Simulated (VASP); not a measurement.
Wanted: the native input for a VASP 6.6.1 run.

| Property | Result |
| --- | --- |
| Task | relaxation of cell and atoms |
| Functional | r2SCAN |
| Potentials or basis | VASP PAW PBE potentials, release 64 (C, O) |
| Cutoff | 600 eV |
| k mesh | 12 × 12 × 12 |
| Occupations | gaussian, width 0.03 eV |
| Spin | no spin polarisation |
| Further INCAR settings | ALGO = Normal; EDIFF = 1e-07; IBRION = 2; EDIFFG = -0.005; NSW = 90; ISIF = 3 |

The structure of CO2 lies in POSCAR:

```
CO2                                     
1.0
   -1.9609678509      1.9609678509      2.9707778350
    1.9609678509     -1.9609678509      2.9707778350
    1.9609678509      1.9609678509     -2.9707778350
  C               O             
     2     4
Direct
     0.0000000000000000    0.0000000000000000    0.0000000000000000
     0.7500000000000000    0.2500000000000000    0.5000000000000000
     0.3750000000000000    0.2923744764412071    0.4173744764412071
     0.7076255235587927    0.1250000000000000    0.0826255235587928
     0.8750000000000000    0.9576255235587927    0.5826255235587927
     0.0423744764412072    0.6250000000000000    0.9173744764412073
```

One way to write it, as run:

INCAR

```
  ALGO = Normal
  EDIFF = 1E-7
  EDIFFG = -0.005
  ENCUT = 600
  IBRION = 2
  ISIF = 3
  ISMEAR = 0
  KPAR = 2
  LASPH = T
  LCHARG = F
  LMIXTAU = T
  LREAL = F
  LWAVE = F
  METAGGA = R2SCAN
  NELM = 80
  NSW = 90
  PREC = Accurate
  SIGMA = 0.03
```

KPOINTS

```
k-points
0
Gamma
  12 12 12
```

Potentials or basis: VASP PAW PBE potentials, release 64 (C, O).

The run is started by

```console
$ cat potpaw_PBE.64/C/POTCAR potpaw_PBE.64/O/POTCAR > POTCAR
$ mpirun -np 2 vasp_std > vasp.out
```

It gave:

The relaxed volume is 7.59 Å³/atom and the relaxed cell is a = 4.060 Å, b = 4.060 Å, c = 4.060 Å, α = 122.34°, β = 122.34°, γ = 85.99°. The space group after relaxing (to 0.05 Å) is I-42d (No. 122). The energy gained by relaxing is 0.1 meV/atom. The ionic steps are 9. The pressure after relaxing is 0.0 GPa. The band gap on the k mesh is 8.45 eV, indirect (least direct gap 8.84 eV).

Caveat: the PAW data sets were made with another functional, which shifts forces and pressure a little.

Wall time 18 min on 2 MPI ranks on AMD EPYC 9R45 (Zen 5) (shared host), peak memory 0.25 GiB a rank.
